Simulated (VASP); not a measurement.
The system is Ge.

```
CELL_PARAMETERS angstrom
5.93000 0.00000 0.00000
0.00000 5.93000 0.00000
0.00000 0.00000 6.98000
ATOMIC_POSITIONS crystal
Ge 0.07500 0.07500 0.00000
Ge 0.42500 0.57500 0.75000
Ge 0.92500 0.92500 0.50000
Ge 0.57500 0.42500 0.25000
Ge 0.16670 0.37500 0.25000
Ge 0.12500 0.66670 0.00000
Ge 0.83330 0.62500 0.75000
Ge 0.87500 0.33330 0.50000
Ge 0.66670 0.12500 0.00000
Ge 0.62500 0.83330 0.25000
Ge 0.33330 0.87500 0.50000
Ge 0.37500 0.16670 0.75000
```

This isn't the form of Ge at room conditions, which is diamond.

```yaml
Program: VASP 6.6.1
Task: relaxation of cell and atoms
Functional: r2SCAN
Potentials_or_basis: VASP PAW PBE potentials, release 64 (Ge_d)
Cutoff: 600 eV
k_mesh: 6 × 6 × 4
Occupations: gaussian, width 0.03 eV
Spin: no spin polarisation
```

At the start: pressure 1.3 GPa; volume 20.45 Å³/atom.

Task: How do energy, volume and symmetry change on relaxing?

Result: Over 16 steps the energy falls by 17.9 meV/atom and the volume is 20.91 Å³/atom (+2.2 %); space group P4_32_12 (No. 96, to 0.05 Å).

Step by step:
```csv
step,energy change (eV),largest force (eV/Å),pressure (GPa),volume (Å³)
1,0.0000,0.9350,1.34,245.45
2,-0.1589,0.2378,-0.54,251.57
3,-0.1593,0.2408,-0.60,251.92
4,-0.1991,0.1397,0.01,250.15
5,-0.2053,0.1073,0.39,249.17
6,-0.2104,0.0519,-0.03,250.93
7,-0.2105,0.0520,-0.07,250.83
8,-0.2105,0.0524,-0.04,250.75
9,-0.2122,0.0421,-0.04,250.87
10,-0.2138,0.0321,-0.05,251.07
11,-0.2132,0.0423,-0.08,251.45
12,-0.2142,0.0314,-0.10,251.20
13,-0.2148,0.0160,0.11,250.51
14,-0.2149,0.0183,0.10,250.65
15,-0.2150,0.0107,0.02,251.07
16,-0.2151,0.0062,0.00,250.92
```

Final structure:
```cif
data_structure
_symmetry_space_group_name_H-M 'P 1'
_symmetry_Int_Tables_number 1
_cell_length_a 5.9495
_cell_length_b 5.9495
_cell_length_c 7.0889
_cell_angle_alpha 90.000
_cell_angle_beta 90.000
_cell_angle_gamma 90.000
_cell_volume 250.92
loop_
_atom_site_label
_atom_site_type_symbol
_atom_site_fract_x
_atom_site_fract_y
_atom_site_fract_z
_atom_site_occupancy
Ge1 Ge 0.08449 0.08449 0.00000 1
Ge2 Ge 0.41551 0.58449 0.75000 1
Ge3 Ge 0.91551 0.91551 0.50000 1
Ge4 Ge 0.58449 0.41551 0.25000 1
Ge5 Ge 0.16928 0.37260 0.24473 1
Ge6 Ge 0.12740 0.66928 0.99473 1
Ge7 Ge 0.83072 0.62740 0.74473 1
Ge8 Ge 0.87260 0.33072 0.49473 1
Ge9 Ge 0.66928 0.12740 0.00527 1
Ge10 Ge 0.62740 0.83072 0.25527 1
Ge11 Ge 0.33072 0.87260 0.50527 1
Ge12 Ge 0.37260 0.16928 0.75527 1
```

Caveat: the PAW data sets were made with another functional, which shifts forces and pressure a little.
